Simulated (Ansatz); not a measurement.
# Sb (Im-3m) in Ansatz: convergence with n extra bands

Aim: find how far n extra bands must go before the results for Sb settle, at r2SCAN. This setting moves, with any that are tied to it; all else stays.

All numbers are computed with Ansatz 0.2.0; they aren't measurements. Logs are shortened: lines on timing, memory, paths and dates and some standing lists are left out, and cuts for length are marked.

### 1 The structure

Symmetry: Im-3m, No. 229, cubic system. Conventional cell: a = 3.743 Å, b = 3.743 Å, c = 3.743 Å, α = 90.00°, β = 90.00°, γ = 90.00°. Around Sb (site symmetry m-3m) lie 8 Sb at 3.24 Å.

This isn't the form of Sb at room conditions, which is rhombohedral.

### 2 With n extra bands 1

File input.yaml:

```yaml
crystal:
  lattice:
    - [-1.8713408863, 1.8713408863, 1.8713408863]
    - [1.8713408863, -1.8713408863, 1.8713408863]
    - [1.8713408863, 1.8713408863, -1.8713408863]
  atoms:
    - { symbol: Sb, position: [0.0, 0.0, 0.0] }
hamiltonian:
  xc: r2scan
  pseudopotentials: { kind: nc, accuracy: standard }
kpoints:
  mp_grid: { grid: [8, 8, 8] }
scf:
  occupations: { method: fermi_dirac, width: 0.05 }
  n_extra_bands: 1
output:
  forces: true
  stress: true
  eigenvalues: true
```

Potentials or basis: PseudoDojo standard (PBE files).

Launch:

```bash
> ansatz run input.yaml --threads 2 --pin off --max-ram 5632MiB --backend cpu --events-out ev --progress --plain --runs-dir out
```

What it wrote:

```text
Warning: hamiltonian.xc reads the kinetic-energy density τ on the library's norm-conserving files, and those of Sb were made for PBE. This build holds files of Sb that were made for r²SCAN, which a deck under this functional can read where it names no table (hamiltonian.pseudopotentials.accuracy or source), types no xc_functional and has no exact exchange, max_exx_coeff or level of output.embedding that keeps them out. To compare such runs, type hamiltonian.pseudopotentials: {kind: paw, frozen_core: stored} on both or, where PAW refuses one, {kind: nc, accuracy: standard}
Warning: RAYON_NUM_THREADS=2 ignored (pool sized by the plan → 2); use --threads N
scf.n_extra_bands = 1 over 8 filled bands (N_el = 15.0): the run solves 9 bands
Engine: ansatz 0.2.0, aarch64-unknown-linux-gnu
Pseudopotentials: kind: nc
Pseudopotential: Sb, nc, valence charge 15, recommended cutoff 1088.45545 eV (normal), Sb.nc.azcp (PseudoDojo's, or run here from an input of PseudoDojo's; its table is named by hamiltonian.pseudopotentials.accuracy)
Functional definition: r2SCAN
  parameter k0 = 0.174
  parameter k1 = 0.065
  parameter a1 = 4.9479
  exchange = r2scan_x(k0 = k0, k1 = k1, a1 = a1)
  correlation = r2scan_c
Crystal: 1 atoms, lattice volume = 26.213 Å³
Basis set: ecut = 1088.45545 eV, 2123 PW (Γ), exchange–correlation on 144×144×144 points (64 copies of the dense FFT grid, shifted against one another)
Bands: 9, of which v1, the nominal top of the filled ones, is band 8 counted from 1 (7 counted from 0)
Symmetry: 48 space group operations
Space group: Im-3m (ITA 229), of the structure as read, at distance tolerance 3.0e-5 Å
k-points: 29 of 512
Non-local potential: Sb, projectors of the file, l = 0: 2, l = 1: 2, l = 2: 2, l = 3: 2
Initial density: superposition of atomic densities (chi_scale 0.1, normalization cell)
Initial wavefunctions: pseudopotential atomic-orbital guess
Functional: x = r2scan, c = r2scan; τ floored in thin density (d = 2e-4 eV/Å³)
iter 1 solved again at ethr=5.66e-5 eV; its pass at ethr=3.10e-3 eV (dr2=8.49e-3 eV) is discarded
SCF iter   1: F=—  HF=-2512.557881 eV  |F-HF|=—  |Δ(HF+E_count)|=         —  Δρ=7.80e-3  dr2=8.50e-3  dr2_τ=2.22e-2  ethr=5.66e-5  ⟨swp⟩=1.6  Hψ=2313  notcnv=0
preconditioner: auto → none  [insulator: Δε(μ)=0.159 eV  Ē_g=8.042 eV  σ=0.050 eV  W_gap=0.66  n_scr=12 (ndim 8)  ℏωp=16.2 eV  f_vac=0.000  D(μ)=0.72/eV (n_scr^D=0)  ε∞_Penn≈5.1]
SCF iter   2: F=—  HF=-2512.577583 eV  |F-HF|=—  |Δ(HF+E_count)|=   1.97e-2  Δρ=4.18e-3  dr2=2.83e-3  dr2_τ=5.34e-4  ethr=5.66e-5  ⟨swp⟩=2.0  Hψ=377  notcnv=0
SCF iter   3: F=—  HF=-2512.581694 eV  |F-HF|=—  |Δ(HF+E_count)|=   4.11e-3  Δρ=1.21e-4  dr2=1.83e-6  dr2_τ=2.34e-4  ethr=1.88e-5  ⟨swp⟩=2.0  Hψ=377  notcnv=0
SCF iter   4: F=—  HF=-2512.581698 eV  |F-HF|=—  |Δ(HF+E_count)|=   4.48e-6  Δρ=5.82e-5  dr2=4.87e-7  dr2_τ=1.32e-6  ethr=6.67e-10  ⟨swp⟩=7.8  Hψ=1623  notcnv=0
SCF iter   5: F=-2512.581699 eV  HF=-2512.581699 eV  |F-HF|=1.26e-7  |Δ(HF+E_count)|=   5.34e-7  Δρ=1.64e-5  dr2=3.77e-8  dr2_τ=4.43e-8  ethr=6.67e-10  ⟨swp⟩=3.4  Hψ=1268  notcnv=0
SCF 1 converged in 5 iterations: F = -2512.581699 eV  dr2 = 3.77e-8
SCF converged after 5 iterations
Free energy (F): -2512.581699 eV
Harris-Foulkes:  -2512.581699 eV  (|F-HF|=1.26e-7)
Internal energy: -2512.575948 eV  (E = F + TS)
E sigma→0 (E₀):  -2512.578824 eV
Entropy (-TS):   -0.005751 eV (-5.751 meV/atom)
Fermi energy:    12.179232 eV
--- Per-component energies (eV) ---
  E_band       = -139.686137
  E_kinetic    = 1452.496681
  E_local      = -957.815755  (includes V_loc(G=0)·N_el)
  E_nonlocal   = -1307.938906
  E_hartree    = 532.811531
  E_xc         = -656.945340
  E_vxc        = -429.750506  (∫ρ·V_xc dr)
  E_vtau       = 37.695923  (kinetic-family band-sum trace: ∫τ·v_τ [+ j·A + Jᵃ·Aᵃ] dr)
  E_ewald      = -1575.184159
  E_smearing   = -0.005751  (= −TS)
  E_closure    = 0.000000  (closes the sum)
  Σ components = -2512.581699   (vs F -2512.581699, Δ=0.00e0)
--- Forces (eV/Å), atoms counted from 1 ---
  atom   1  Sb    -0.00000000    -0.00000000     0.00000000
  max |Σ_I F_I| component: 2.05e-32 eV/Å
--- Stress (GPa, compression-positive) ---
        1.110652      -0.000000      -0.000000
        0.000000       1.110652      -0.000000
        0.000000      -0.000000       1.110652
  P = ⅓ Tr σ = 1.1107 GPa (11.107 kbar)
--- Band table (eV; the first three rows and the last of 29) ---
  k-point 0: bands = ["-17.3556", "-17.3556", "-17.3556", "-17.2680", "-17.2680", "-1.4811", "18.0896", "18.0896", "18.0896"]
  k-point 1: bands = ["-17.3594", "-17.3484", "-17.3344", "-17.2724", "-17.2690", "-1.1305", "15.8108", "17.1051", "17.8278"]
  k-point 2: bands = ["-17.3686", "-17.3351", "-17.2829", "-17.2794", "-17.2715", "-0.0910", "11.9028", "15.5191", "17.1877"]
  k-point 28: bands = ["-17.3592", "-17.3592", "-17.2224", "-17.2224", "-17.2224", "6.3634", "10.0405", "10.0405", "10.0405"]
```

It took 2.3 s on 2 threads of Arm Neoverse V1, shared host; peak memory 0.42 GiB.

What came out:

```
Free energy            : -2512.5817 eV
Pressure               : 1.1 GPa
Band gap on the k mesh : none (metal or under the smearing width)
```

### 3 With n extra bands 2

input.yaml, as its differences from that of step 2:

```diff
@@ -14,3 +14,3 @@
   occupations: { method: fermi_dirac, width: 0.05 }
-  n_extra_bands: 1
+  n_extra_bands: 2
 output:
```

Potentials or basis: PseudoDojo standard (PBE files).

Launch:

```bash
> ansatz run input.yaml --threads 2 --pin off --max-ram 5632MiB --backend cpu --events-out ev --progress --plain --runs-dir out
```

Wall time 2.1 s (2 threads of Arm Neoverse V1, shared host); peak memory 0.42 GiB.

Results:

| Item | Value |
| --- | --- |
| Free energy | -2512.5817 eV |
| Pressure | 1.1 GPa |
| Band gap on the k mesh | none (metal or under the smearing width) |

### 4 With n extra bands 4

input.yaml, as its differences from that of step 3:

```diff
@@ -14,3 +14,3 @@
   occupations: { method: fermi_dirac, width: 0.05 }
-  n_extra_bands: 2
+  n_extra_bands: 4
 output:
```

Launch:

```bash
> ansatz run input.yaml --threads 2 --pin off --max-ram 5632MiB --backend cpu --events-out ev --progress --plain --runs-dir out
```

It took 2.6 s on 2 threads of Arm Neoverse V1, shared host; peak memory 0.42 GiB.

Results:

| Property | Result |
| --- | --- |
| Free energy | -2512.5817 eV |
| Pressure | 1.1 GPa |
| Band gap on the k mesh | none (metal or under the smearing width) |

### 5 With n extra bands 8

input.yaml, as its differences from that of step 4:

```diff
@@ -14,3 +14,3 @@
   occupations: { method: fermi_dirac, width: 0.05 }
-  n_extra_bands: 4
+  n_extra_bands: 8
 output:
```

Launch:

```bash
> ansatz run input.yaml --threads 2 --pin off --max-ram 5632MiB --backend cpu --events-out ev --progress --plain --runs-dir out
```

Run time: 2.7 s. Hardware: 2 threads of Arm Neoverse V1, shared host; peak memory 0.42 GiB.

The run converged. Its results:

| Quantity | Value |
| --- | --- |
| Free energy | -2512.5817 eV |
| Pressure | 1.1 GPa |
| Band gap on the k mesh | none (metal or under the smearing width) |

### 6 With n extra bands 16

input.yaml, as its differences from that of step 5:

```diff
@@ -14,3 +14,3 @@
   occupations: { method: fermi_dirac, width: 0.05 }
-  n_extra_bands: 8
+  n_extra_bands: 16
 output:
```

Potentials or basis: PseudoDojo standard (PBE files).

Launch:

```bash
> ansatz run input.yaml --threads 2 --pin off --max-ram 5632MiB --backend cpu --events-out ev --progress --plain --runs-dir out
```

Run time: 3.4 s. Hardware: 2 threads of Arm Neoverse V1, shared host; peak memory 0.43 GiB.

It converged, with:

* Free energy: -2512.5817 eV
* Pressure: 1.1 GPa
* Band gap on the k mesh: none (metal or under the smearing width)

### 7 With n extra bands 32

input.yaml, as its differences from that of step 6:

```diff
@@ -14,3 +14,3 @@
   occupations: { method: fermi_dirac, width: 0.05 }
-  n_extra_bands: 16
+  n_extra_bands: 32
 output:
```

Launch:

```bash
> ansatz run input.yaml --threads 2 --pin off --max-ram 5632MiB --backend cpu --events-out ev --progress --plain --runs-dir out
```

Run time: 4.7 s. Hardware: 2 threads of Arm Neoverse V1, shared host; peak memory 0.45 GiB.

Results (log left out):

```yaml
Free_energy: -2512.5817 eV
Pressure: 1.1 GPa
Band_gap_on_the_k_mesh: none (metal or under the smearing width)
```

### 8 Result

```tsv
n extra bands	energy less the tightest run, at zero smearing (meV/atom)	SCF cycles	CPU time (s)	peak memory (GiB)
1	0.00	5	4.5	0.42
2	0.00	5	4	0.42
4	0.00	6	5	0.42
8	0.00	6	5.2	0.42
16	0.00	6	6.6	0.43
32	0.00	6	9.3	0.45
```

Against the tightest run, the energy stays within 1 meV/atom from 1 on. The tightest run that finished is the yardstick and may itself not be fully converged.

Caveats: the meta-GGA runs on potentials made for a GGA; the potentials were made for another functional, which shifts forces and pressure.
